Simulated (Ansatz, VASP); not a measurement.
## One calculation of Cd, two programs

run.py

```python
from ase.calculators.vasp import Vasp
from ase.dft.bandgap import bandgap
from ase.spacegroup import crystal

atoms = crystal(
    ['Cd'],
    basis=[[0.0, 0.0, 0.0]],
    spacegroup=229,
    setting=1,
    cellpar=[3.61560523, 3.61560523, 3.61560523, 90.0, 90.0, 90.0],
    primitive_cell=True,
)
calc = Vasp(
    directory='calc',
    xc='pbe0',
    pp='PBE',
    setups='minimal',
    prec='Accurate',
    encut=500,
    ediff=1e-06,
    ismear=-1,
    sigma=0.1,
    lreal=False,
    lasph=True,
    nelm=60,
    algo='Normal',
    isif=2,
    lwave=False,
    lcharg=False,
    precfock='Normal',
    hfrcut=-1,
    kpts=[5, 5, 5],
    gamma=True,
)
atoms.calc = calc

print('energy (eV):', atoms.get_potential_energy())
print('free energy (eV):', atoms.get_potential_energy(force_consistent=True))
print('forces (eV/A):')
print(atoms.get_forces())
print('stress (eV/A^3, Voigt):', atoms.get_stress())
print('Fermi level (eV):', calc.get_fermi_level())
gap, top, bottom = bandgap(calc)
print('band gap (eV):', gap, 'from (spin, k, band)', top, 'to', bottom)
```

The input input.yaml:

```yaml
crystal:
  lattice:
    - [-1.807802615, 1.807802615, 1.807802615]
    - [1.807802615, -1.807802615, 1.807802615]
    - [1.807802615, 1.807802615, -1.807802615]
  atoms:
    - { symbol: Cd, position: [0.0, 0.0, 0.0] }
hamiltonian:
  xc: pbe0
  pseudopotentials: { kind: paw }
kpoints:
  mp_grid: { grid: [5, 5, 5] }
scf:
  occupations: { method: fermi_dirac, width: 0.1 }
output:
  forces: true
  stress: true
  eigenvalues: true
```

Change from the starting cell: volume scaled by 1.04.

Alike in both runs: task single point; functional PBE0; k mesh 5 × 5 × 5; occupations fermi-dirac, width 0.1 eV; no spin polarisation.

|  | VASP | Ansatz |
| --- | --- | --- |
| version | VASP 6.6.1 | Ansatz 0.2.0 |
| potentials or method | VASP PAW PBE potentials, release 64 (Cd) | Ansatz PAW |
| plane-wave cutoff (eV) | 500 | 420 |
| valence electrons in the cell | 12 | 20 |

VASP gave:

- gap on the k mesh at the Fermi level (eV): none
- pressure (GPa): -2.9

Q: Which values does Ansatz return?

A: gap on the k mesh at the Fermi level (eV): none; pressure (GPa): -2.8.

A gap of «none» marks a metal or a gap that the smearing closes. The functional is the same, so the differences come from potentials, cutoffs and numerics. The two sets of potentials don't hold the same shells in valence.

Caveats: the k mesh is coarse (spacing up to 0.49 Å⁻¹), so the values aren't converged, least of all with exact exchange; the PAW data sets were made with another functional, which shifts forces and pressure a little (VASP); the PAW data sets come from PBE, with cores solved anew for the run's functional, which leaves a small shift of forces and pressure (Ansatz); the thresholds are loose for stress (Ansatz).
